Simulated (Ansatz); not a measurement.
# TaS2 (P-3m1) in Ansatz: settings compared

The runs below take TaS2 through single point, relaxation of cell and atoms, with PBE, PBEsol.

Program: Ansatz 0.2.0. These are calculated values, not measurements. Logs are shortened: lines on timing, memory, paths and dates and some standing lists are left out, and cuts for length are marked.

### 1 The crystal as given

Symmetry: P-3m1, No. 164, trigonal system. The conventional cell has a = 3.350 Å, b = 3.350 Å, c = 5.860 Å, α = 90.00°, β = 90.00°, γ = 120.00°. Around Ta (site symmetry -3m) lie 6 S at 2.43 Å. S (site symmetry 3m) is surrounded by 3 Ta at 2.43 Å.

### 2 Single point, PBE

Contents of input.yaml:

```yaml
crystal:
  lattice:
    - [3.35, 0.0, 0.0]
    - [-1.675, 2.9011851027, 0.0]
    - [0.0, 0.0, 5.86]
  atoms:
    - { symbol: Ta, position: [0.0, 0.0, 0.0] }
    - { symbol: S, position: [0.6666666667, 0.3333333333, 0.75] }
    - { symbol: S, position: [0.3333333333, 0.6666666667, 0.25] }
hamiltonian:
  xc: pbe
  pseudopotentials: { kind: paw }
kpoints:
  mp_grid: { grid: [9, 9, 5] }
scf:
  occupations: { method: gaussian, width: 0.029 }
output:
  forces: true
  stress: true
  eigenvalues: true
```

Potentials or basis: Ansatz PAW.

Started as:

```sh
> ansatz run input.yaml --threads 2 --pin off --max-ram 5632MiB --backend cpu --events-out ev --progress --plain --runs-dir out
```

The log of the run:

```text
Warning: RAYON_NUM_THREADS=2 ignored (pool sized by the plan → 2); use --threads N
Engine: ansatz 0.2.0, x86_64-unknown-linux-gnu
Pseudopotentials: kind: paw
Pseudopotential: Ta, paw, valence charge 13, recommended cutoff 420 eV (normal), Ta.paw.azcp
Pseudopotential: S, paw, valence charge 6, recommended cutoff 420 eV (normal), S.paw.azcp
Functional definition: PBE
  parameter kappa = 0.804
  parameter beta = 0.06672455060314922
  exchange = pbe_x(kappa = kappa, mu = beta*pi^2/3)
  correlation = pbe_c(beta = beta)
Crystal: 3 atoms, lattice volume = 56.953 Å³
Basis set: ecut = 420 eV, 1135 PW (Γ), exchange–correlation on 48×48×80 points (8 copies of the dense FFT grid, shifted against one another)
Bands: 17, of which v1, the nominal top of the filled ones, is band 13 counted from 1 (12 counted from 0)
Symmetry: 12 space group operations
Space group: P-3m1 (ITA 164), of the structure as read, at distance tolerance 3.8e-5 Å
k-points: 50 of 405
Non-local potential: Ta, projectors of the file, l = 0: 3, l = 1: 2, l = 2: 2, l = 3: 1
Non-local potential: S, projectors of the file, l = 0: 2, l = 1: 2, l = 2: 2
PAW form: soft (Blöchl's): semilocal exchange-correlation on the pseudo side does not see the compensation charge
PAW one-centre angular grid: Ta, 590 points (default); XC on 64 Gauss nodes
PAW one-centre angular grid: S, 110 points (default); XC on 64 Gauss nodes
Initial density: superposition of atomic densities (neutral atoms: chi_scale 0, normalization atom), corrected by the library's trained network
Initial wavefunctions: pseudopotential atomic-orbital guess
Functional: x = pbe(κ = 0.804, μ = 0.2195149727645171), c = pbe(β = 0.06672455060314922)
SCF iter   1: F=—  HF=-11739.354227 eV  |F-HF|=—  |Δ(HF+E_count)|=         —  Δρ=2.08e-3  dr2=2.57e-3  ethr=1.77e-3  ⟨swp⟩=6.0  Hψ=4989  notcnv=0
preconditioner: auto → LDOS  [metal: Δε(μ)=0.009 eV  Ē_g=9.003 eV  σ=0.029 eV  W_gap=0.17  n_scr=10 (ndim 8)  ℏωp=20.3 eV  f_vac=0.012  D(μ)=2.69/eV (n_scr^D=22)  β→1.0]
SCF iter   2: F=—  HF=-11739.353563 eV  |F-HF|=—  |Δ(HF+E_count)|=   6.64e-4  Δρ=1.24e-3  dr2=1.82e-3  ethr=1.03e-5  ⟨swp⟩=2.2  Hψ=1904  notcnv=0  defer=15
SCF iter   3: F=—  HF=-11739.353074 eV  |F-HF|=—  |Δ(HF+E_count)|=   4.89e-4  Δρ=2.18e-4  dr2=1.23e-5  ethr=7.30e-6  ⟨swp⟩=2.0  Hψ=1174  notcnv=0  defer=15
SCF iter   4: F=—  HF=-11739.353137 eV  |F-HF|=—  |Δ(HF+E_count)|=   6.29e-5  Δρ=4.14e-5  dr2=1.41e-6  ethr=4.91e-8  ⟨swp⟩=2.0  Hψ=1267  notcnv=0  defer=15
SCF iter   5: F=—  HF=-11739.353137 eV  |F-HF|=—  |Δ(HF+E_count)|=   2.89e-7  Δρ=1.31e-5  dr2=1.52e-7  ethr=5.65e-9  ⟨swp⟩=2.5  Hψ=1294  notcnv=0  defer=15
SCF iter   6: F=-11739.353137 eV  HF=-11739.353137 eV  |F-HF|=5.58e-9  |Δ(HF+E_count)|=   4.41e-8  Δρ=3.50e-6  dr2=9.63e-9  ethr=4.00e-10  ⟨swp⟩=6.7  Hψ=3516  notcnv=0
SCF 1 converged in 6 iterations: F = -11739.353137 eV  dr2 = 9.63e-9
SCF converged after 6 iterations
Free energy (F): -11739.353137 eV
Harris-Foulkes:  -11739.353137 eV  (|F-HF|=5.58e-9)
Internal energy: -11739.351982 eV  (E = F + TS)
E sigma→0 (E₀):  -11739.352559 eV
Entropy (-TS):   -0.001155 eV (-0.385 meV/atom)
Fermi energy:    10.691752 eV
--- Per-component energies (eV) ---
  E_band       = -185.754226
  E_kinetic    = 583.937981
  E_local      = -1416.592117  (includes V_loc(G=0)·N_el)
  E_nonlocal   = 71.665704
  E_hartree    = 540.017842
  E_xc         = -414.577135
  E_vxc        = -381.428823  (∫ρ·V_xc dr)
  E_paw        = -9597.594488  (= ΣΔE_a)
  E_vpaw       = -123.375229  (= ΣTr[D̂ρ^β])
  E_aug_tail   = 0.000137  (compensation charges beyond the density's cutoff)
  E_ewald      = -1506.209906
  E_smearing   = -0.001155  (= −TS)
  E_closure    = -0.000000  (closes the sum)
  Σ components = -11739.353137   (vs F -11739.353137, Δ=0.00e0)
--- Forces (eV/Å), atoms counted from 1 ---
  atom   1  Ta    -0.00000000     0.00000000     0.00000000
  atom   2  S     -0.00000000     0.00000000    -1.24726637
  atom   3  S      0.00000000     0.00000000     1.24726637
  max |Σ_I F_I| component: 6.31e-30 eV/Å
--- Stress (GPa, compression-positive) ---
        7.477100      -0.000000       0.000000
       -0.000000       7.477100       0.000000
        0.000000       0.000000      12.476897
  P = ⅓ Tr σ = 9.1437 GPa (91.437 kbar)
--- Band table (eV; the first three rows and the last of 50) ---
  k-point 0: bands = ["-58.0307", "-24.5373", "-24.5066", "-24.5066", "-4.4693", "-2.3881", "3.7096", "6.4161", "6.4161", "9.3479", "9.8899", "9.8899", "10.7177", "10.7177", "10.9745", "14.7809", "14.7809"]
  k-point 1: bands = ["-58.0307", "-24.5374", "-24.5066", "-24.5066", "-4.3916", "-2.5487", "4.0509", "6.4258", "6.4258", "8.5193", "9.8415", "9.8415", "10.7078", "10.7078", "11.4706", "14.9187", "14.9187"]
  k-point 2: bands = ["-58.0307", "-24.5375", "-24.5066", "-24.5066", "-4.2370", "-2.8277", "4.7792", "6.4418", "6.4418", "7.3610", "9.7659", "9.7659", "10.6915", "10.6915", "11.8880", "15.1553", "15.1553"]
  k-point 49: bands = ["-58.0158", "-24.7172", "-24.7172", "-24.4695", "-2.2941", "-2.2941", "5.1054", "5.1054", "5.1715", "6.9646", "7.1164", "7.1164", "11.9358", "12.2143", "12.2143", "15.6962", "15.6962"]
```

Wall time 6.4 s (2 threads of Intel Xeon at 2.50GHz (Skylake/Cascade Lake), shared host); peak memory 0.37 GiB.

What came out:

| Item | Value |
| --- | --- |
| Free energy | -11739.3531 eV |
| Pressure | 9.1 GPa |
| Largest force | 1.247 eV/Å |
| Band gap on the k mesh | none (metal or under the smearing width) |

Forces in eV/Å, atoms in the order of the input:
```
Ta   0.000  0.000  0.000
S    0.000  0.000 -1.247
S    0.000  0.000  1.247
```

Stress tensor (GPa, compression positive):
```
 7.48  0.00  0.00
 0.00  7.48  0.00
 0.00  0.00 12.48
```

Caveat: this functional lacks dispersion, which binds the layers, so the pressure and a relaxed spacing across them are unreliable; forces of over 1 eV/Å show positions far from the minimum, so gaps and moduli don't describe the material at rest.

### 3 Single point, PBE

Edit input.yaml of step 2 so:

```diff
@@ -15,3 +15,3 @@
 scf:
-  occupations: { method: gaussian, width: 0.029 }
+  occupations: { method: gaussian, width: 0.03 }
 output:
@@ -20 +20,5 @@
   eigenvalues: true
+  write_density: true
+  write_potential: true
+  elf: true
+  volumetric_format: npy
```

Potentials or basis: Ansatz PAW.

Started as:

```sh
> ansatz run input.yaml --threads 2 --pin off --max-ram 5632MiB --backend cpu --events-out ev --progress --plain --runs-dir out
```

Run time: 6.2 s. Hardware: 2 threads of Intel Xeon at 2.50GHz (Skylake/Cascade Lake), shared host; peak memory 0.37 GiB.

Results (log left out):

| Quantity | Value |
| --- | --- |
| Free energy | -11739.3532 eV |
| Pressure | 9.1 GPa |
| Largest force | 1.247 eV/Å |
| Band gap on the k mesh | none (metal or under the smearing width) |

Forces in eV/Å, atoms in the order of the input:
```
Ta   0.000  0.000  0.000
S    0.000  0.000 -1.247
S    0.000  0.000  1.247
```

Stress tensor (GPa, compression positive):
```
 7.48  0.00  0.00
 0.00  7.48  0.00
 0.00  0.00 12.47
```

Levels at points of the mesh, in eV from the Fermi level:
```
           k point  band 10  band 11  band 12  band 13  band 14  band 15  band 16  band 17
(0.00, 0.00, 0.00)    -1.34    -0.80    -0.80     0.03     0.03     0.28     4.09     4.09
```

Caveat: this functional lacks dispersion, which binds the layers, so the pressure and a relaxed spacing across them are unreliable; forces of over 1 eV/Å show positions far from the minimum, so gaps and moduli don't describe the material at rest. The run has no spin-orbit coupling, so splittings on Ta are missing.

### 4 Relaxation of cell and atoms, PBEsol

Edit input.yaml of step 3 so:

```diff
@@ -10,3 +10,3 @@
 hamiltonian:
-  xc: pbe
+  xc: pbesol
   pseudopotentials: { kind: paw }
@@ -15,3 +15,3 @@
 scf:
-  occupations: { method: gaussian, width: 0.03 }
+  occupations: { method: fermi_dirac, width: 0.05 }
 output:
@@ -19,3 +19,2 @@
   stress: true
-  eigenvalues: true
   write_density: true
@@ -24 +23,5 @@
   volumetric_format: npy
+relax:
+  f_tol: 0.01
+  max_steps: 40
+  cell: { stress_tol: 0.05 }
```

Started as:

```sh
> ansatz run input.yaml --threads 2 --pin off --max-ram 5632MiB --backend cpu --events-out ev --progress --plain --runs-dir out
```

It took 23 s on 2 threads of Intel Xeon at 2.50GHz (Skylake/Cascade Lake), shared host; peak memory 0.4 GiB.

The run converged. Its results:

* Free energy: -11579.5773 eV
* Relaxed volume: 18.86 Å³/atom
* Relaxed cell: a = 3.319 Å, b = 3.319 Å, c = 5.931 Å, α = 90.00°, β = 90.00°, γ = 120.00°
* Space group after relaxing (to 0.05 Å): P-3m1 (No. 164)
* Energy gained by relaxing: 22.0 meV/atom
* Ionic steps: 4
* Pressure after relaxing: 0.0 GPa
* Largest force after relaxing: 0.009 eV/Å
* Band gap on the k mesh: none (metal or under the smearing width)

Forces in eV/Å, atoms in the order of the input:
```
Ta   0.000  0.000  0.000
S    0.000  0.000  0.009
S    0.000  0.000 -0.009
```

Step by step:
| step | energy change (eV) | largest force (eV/Å) | volume (Å³) |
| --- | --- | --- | --- |
| 1 | 0.0000 | 0.9946 | 56.95 |
| 2 | -0.0652 | 0.0078 | 56.62 |
| 3 | -0.0660 | 0.0093 | 56.57 |
| 4 | -0.0660 | 0.0092 | 56.57 |

Final structure:
```xyz
3
Lattice="3.3188 0.0000 0.0000 -1.6594 2.8742 0.0000 0.0000 0.0000 5.9306" Properties=species:S:1:pos:R:3 pbc="T T T"
Ta    0.0000    0.0000    0.0000
S     1.6594    0.9581    4.3899
S     0.0000    1.9161    1.5407
```

Levels at points of the mesh, in eV from the Fermi level:
```tsv
k point	band 10	band 11	band 12	band 13	band 14	band 15	band 16	band 17
(0.00, 0.00, 0.00)	-1.24	-0.48	-0.48	-0.03	0.23	0.23	3.90	3.90
```

Caveat: the plane-wave basis is chosen anew once the cell has moved, so the energies of steps on either side of that aren't comparable; this functional lacks dispersion, which binds the layers, so the pressure and a relaxed spacing across them are unreliable; the PAW data sets come from PBE, with cores solved anew for the run's functional, which leaves a small shift of forces and pressure. The run has no spin-orbit coupling, so splittings on Ta are missing.

### 5 Single point, PBE

Contents of input.yaml:

```yaml
crystal:
  lattice:
    - [3.35, 0.0, 0.0]
    - [-1.675, 2.9011851027, 0.0]
    - [0.0, 0.0, 5.86]
  atoms:
    - { symbol: Ta, position: [0.0, 0.0, 0.0] }
    - { symbol: S, position: [0.6666666667, 0.3333333333, 0.75] }
    - { symbol: S, position: [0.3333333333, 0.6666666667, 0.25] }
hamiltonian:
  xc: pbe
  pseudopotentials: { kind: paw }
kpoints:
  mp_grid: { grid: [9, 9, 5] }
scf:
  occupations: { method: gaussian, width: 0.016 }
output:
  forces: true
  stress: true
  eigenvalues: true
```

Potentials or basis: Ansatz PAW.

Started as:

```sh
> ansatz run input.yaml --threads 2 --pin off --max-ram 5632MiB --backend cpu --events-out ev --progress --plain --runs-dir out
```

The log of the run:

```text
Warning: RAYON_NUM_THREADS=2 ignored (pool sized by the plan → 2); use --threads N
Engine: ansatz 0.2.0, x86_64-unknown-linux-gnu
Pseudopotentials: kind: paw
Pseudopotential: Ta, paw, valence charge 13, recommended cutoff 420 eV (normal), Ta.paw.azcp
Pseudopotential: S, paw, valence charge 6, recommended cutoff 420 eV (normal), S.paw.azcp
Functional definition: PBE
  parameter kappa = 0.804
  parameter beta = 0.06672455060314922
  exchange = pbe_x(kappa = kappa, mu = beta*pi^2/3)
  correlation = pbe_c(beta = beta)
Crystal: 3 atoms, lattice volume = 56.953 Å³
Basis set: ecut = 420 eV, 1135 PW (Γ), exchange–correlation on 48×48×80 points (8 copies of the dense FFT grid, shifted against one another)
Bands: 17, of which v1, the nominal top of the filled ones, is band 13 counted from 1 (12 counted from 0)
Symmetry: 12 space group operations
Space group: P-3m1 (ITA 164), of the structure as read, at distance tolerance 3.8e-5 Å
k-points: 50 of 405
Non-local potential: Ta, projectors of the file, l = 0: 3, l = 1: 2, l = 2: 2, l = 3: 1
Non-local potential: S, projectors of the file, l = 0: 2, l = 1: 2, l = 2: 2
PAW form: soft (Blöchl's): semilocal exchange-correlation on the pseudo side does not see the compensation charge
PAW one-centre angular grid: Ta, 590 points (default); XC on 64 Gauss nodes
PAW one-centre angular grid: S, 110 points (default); XC on 64 Gauss nodes
Initial density: superposition of atomic densities (neutral atoms: chi_scale 0, normalization atom), corrected by the library's trained network
Initial wavefunctions: pseudopotential atomic-orbital guess
Functional: x = pbe(κ = 0.804, μ = 0.2195149727645171), c = pbe(β = 0.06672455060314922)
SCF iter   1: F=—  HF=-11739.353834 eV  |F-HF|=—  |Δ(HF+E_count)|=         —  Δρ=2.14e-3  dr2=2.74e-3  ethr=1.77e-3  ⟨swp⟩=6.1  Hψ=5020  notcnv=0
preconditioner: auto → LDOS  [metal: Δε(μ)=0.009 eV  Ē_g=9.003 eV  σ=0.016 eV  W_gap=0.30  n_scr=10 (ndim 8)  ℏωp=20.3 eV  f_vac=0.012  D(μ)=2.77/eV (n_scr^D=22)  β→1.0]
SCF iter   2: F=—  HF=-11739.353153 eV  |F-HF|=—  |Δ(HF+E_count)|=   6.81e-4  Δρ=1.25e-3  dr2=1.83e-3  ethr=1.10e-5  ⟨swp⟩=2.5  Hψ=1845  notcnv=0  defer=20
SCF iter   3: F=—  HF=-11739.352667 eV  |F-HF|=—  |Δ(HF+E_count)|=   4.86e-4  Δρ=2.29e-4  dr2=1.39e-5  ethr=7.31e-6  ⟨swp⟩=2.0  Hψ=1361  notcnv=0  defer=20
SCF iter   4: F=—  HF=-11739.352729 eV  |F-HF|=—  |Δ(HF+E_count)|=   6.23e-5  Δρ=4.56e-5  dr2=2.01e-6  ethr=5.55e-8  ⟨swp⟩=2.0  Hψ=1247  notcnv=0  defer=20
SCF iter   5: F=—  HF=-11739.352730 eV  |F-HF|=—  |Δ(HF+E_count)|=   2.57e-7  Δρ=1.71e-5  dr2=2.86e-7  ethr=8.02e-9  ⟨swp⟩=2.6  Hψ=1282  notcnv=0  defer=20
SCF iter   6: F=-11739.352730 eV  HF=-11739.352730 eV  |F-HF|=1.56e-8  |Δ(HF+E_count)|=   2.87e-8  Δρ=4.79e-6  dr2=2.12e-8  ethr=4.00e-10  ⟨swp⟩=6.5  Hψ=3275  notcnv=0
SCF 1 converged in 6 iterations: F = -11739.352730 eV  dr2 = 2.12e-8
SCF converged after 6 iterations
Free energy (F): -11739.352730 eV
Harris-Foulkes:  -11739.352730 eV  (|F-HF|=1.56e-8)
Internal energy: -11739.352347 eV  (E = F + TS)
E sigma→0 (E₀):  -11739.352538 eV
Entropy (-TS):   -0.000383 eV (-0.128 meV/atom)
Fermi energy:    10.691333 eV
--- Per-component energies (eV) ---
  E_band       = -185.769119
  E_kinetic    = 583.934351
  E_local      = -1416.572176  (includes V_loc(G=0)·N_el)
  E_nonlocal   = 71.664433
  E_hartree    = 540.001352
  E_xc         = -414.577125
  E_vxc        = -381.428787  (∫ρ·V_xc dr)
  E_paw        = -9597.593413  (= ΣΔE_a)
  E_vpaw       = -123.373780  (= ΣTr[D̂ρ^β])
  E_aug_tail   = 0.000137  (compensation charges beyond the density's cutoff)
  E_ewald      = -1506.209906
  E_smearing   = -0.000383  (= −TS)
  E_closure    = 0.000000  (closes the sum)
  Σ components = -11739.352730   (vs F -11739.352730, Δ=0.00e0)
--- Forces (eV/Å), atoms counted from 1 ---
  atom   1  Ta     0.00000000    -0.00000000     0.00000000
  atom   2  S     -0.00000000     0.00000000    -1.25165164
  atom   3  S      0.00000000    -0.00000000     1.25165164
  max |Σ_I F_I| component: 1.05e-29 eV/Å
--- Stress (GPa, compression-positive) ---
        7.461655      -0.000000       0.000000
       -0.000000       7.461655       0.000000
        0.000000       0.000000      12.510709
  P = ⅓ Tr σ = 9.1447 GPa (91.447 kbar)
--- Band table (eV; the first three rows and the last of 50) ---
  k-point 0: bands = ["-58.0323", "-24.5387", "-24.5081", "-24.5081", "-4.4694", "-2.3881", "3.7097", "6.4155", "6.4155", "9.3482", "9.8899", "9.8899", "10.7168", "10.7168", "10.9740", "14.7806", "14.7806"]
  k-point 1: bands = ["-58.0323", "-24.5387", "-24.5081", "-24.5081", "-4.3917", "-2.5487", "4.0510", "6.4252", "6.4252", "8.5195", "9.8415", "9.8415", "10.7069", "10.7069", "11.4702", "14.9184", "14.9184"]
  k-point 2: bands = ["-58.0323", "-24.5388", "-24.5081", "-24.5081", "-4.2372", "-2.8276", "4.7791", "6.4412", "6.4412", "7.3613", "9.7659", "9.7659", "10.6906", "10.6906", "11.8877", "15.1549", "15.1549"]
  k-point 49: bands = ["-58.0174", "-24.7187", "-24.7187", "-24.4709", "-2.2941", "-2.2941", "5.1051", "5.1051", "5.1713", "6.9647", "7.1165", "7.1165", "11.9348", "12.2137", "12.2137", "15.6956", "15.6956"]
```

Wall time 3.1 s (2 threads of Intel Xeon at 2.50GHz (Skylake/Cascade Lake), shared host); peak memory 0.37 GiB.

What came out:

```yaml
Free_energy: -11739.3527 eV
Pressure: 9.1 GPa
Largest_force: 1.252 eV/Å
Band_gap_on_the_k_mesh: none (metal or under the smearing width)
```

Forces in eV/Å, atoms in the order of the input:
```
Ta   0.000  0.000  0.000
S    0.000  0.000 -1.252
S    0.000  0.000  1.252
```

Caveat: this functional lacks dispersion, which binds the layers, so the pressure and a relaxed spacing across them are unreliable; forces of over 1 eV/Å show positions far from the minimum, so gaps and moduli don't describe the material at rest. The run has no spin-orbit coupling, so splittings on Ta are missing.

### 6 Single point, PBE

Edit input.yaml of step 5 so:

```diff
@@ -15,3 +15,3 @@
 scf:
-  occupations: { method: gaussian, width: 0.016 }
+  occupations: { method: gaussian, width: 0.017 }
 output:
```

Potentials or basis: Ansatz PAW.

Started as:

```sh
> ansatz run input.yaml --threads 2 --pin off --max-ram 5632MiB --backend cpu --events-out ev --progress --plain --runs-dir out
```

Wall time 2.9 s (2 threads of Intel Xeon at 2.50GHz (Skylake/Cascade Lake), shared host); peak memory 0.37 GiB.

Results (log left out):

```
Free energy            : -11739.3528 eV
Pressure               : 9.1 GPa
Largest force          : 1.251 eV/Å
Band gap on the k mesh : none (metal or under the smearing width)
```

Forces on the atoms (eV/Å):
```
Ta   0.000  0.000  0.000
S    0.000  0.000 -1.251
S    0.000  0.000  1.251
```

Stress tensor (GPa, compression positive):
```
 7.46  0.00  0.00
 0.00  7.46  0.00
 0.00  0.00 12.51
```

Levels at points of the mesh, in eV from the Fermi level:
| k point | band 11 | band 12 | band 13 | band 14 | band 15 | band 16 |
| --- | --- | --- | --- | --- | --- | --- |
| (0.00, 0.00, 0.00) | -0.80 | -0.80 | 0.03 | 0.03 | 0.28 | 4.09 |

Caveat: this functional lacks dispersion, which binds the layers, so the pressure and a relaxed spacing across them are unreliable; forces of over 1 eV/Å show positions far from the minimum, so gaps and moduli don't describe the material at rest. The run has no spin-orbit coupling, so splittings on Ta are missing.

### 7 The runs side by side

```csv
task,level,cell,smearing,gap on the mesh (eV),pressure (GPa),largest force (eV/Å)
single point,PBE,as given,gaussian 0.029 eV,none,9.1,1.25
single point,PBE,as given,gaussian 0.03 eV,none,9.1,1.25
relaxation of cell and atoms,PBEsol,relaxed,fermi-dirac 0.05 eV,none,0.0,0.01
single point,PBE,as given,gaussian 0.016 eV,none,9.1,1.25
single point,PBE,as given,gaussian 0.017 eV,none,9.1,1.25
```

Alike in all rows: potentials or basis Ansatz PAW; no spin polarisation; k mesh 9 × 9 × 5; cutoff (eV) 420.

Every run on the cell as given and a fine mesh finds a metal.

Caveats: this functional lacks dispersion, which binds the layers, so the pressure and a relaxed spacing across them are unreliable; forces of over 1 eV/Å show positions far from the minimum, so gaps and moduli don't describe the material at rest (some runs); the plane-wave basis is chosen anew once the cell has moved, so the energies of steps on either side of that aren't comparable (some runs); the PAW data sets come from PBE, with cores solved anew for the run's functional, which leaves a small shift of forces and pressure (some runs).

Total energies depend on the potentials used, so only differences within one code and one set of settings carry meaning.
